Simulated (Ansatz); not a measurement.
BaF2:
```yaml
crystal:
  lattice:
    - [0.00000, 3.12321, 3.12321]
    - [3.12321, 0.00000, 3.12321]
    - [3.12321, 3.12321, 0.00000]
  atoms:
    - { symbol: Ba, position: [0.00000, 0.00000, 0.00000] }
    - { symbol: F, position: [0.25000, 0.25000, 0.25000] }
    - { symbol: F, position: [0.75000, 0.75000, 0.75000] }
```

Relaxed with PBE.

**Question.** Decompose the optical modes at the zone centre into irreducible representations, and say which are infrared and Raman allowed.

**Answer.** Point group m-3m: Γ_opt = T1u + T2g. Infrared: T1u. Raman: T2g.

**Question.** Assign frequencies (DFPT, plane-wave PAW PBE (Ansatz code); without the LO–TO term).

**Answer.** T1u 164, T2g 230 cm⁻¹.

Space group Fm-3m (fluorite). The PBE relaxation kept the symmetry of its start; phonons on a q-mesh show no instability. Spin–orbit coupling is left out wherever it is not named.

Potentials: the later of the program's two PAW sets.
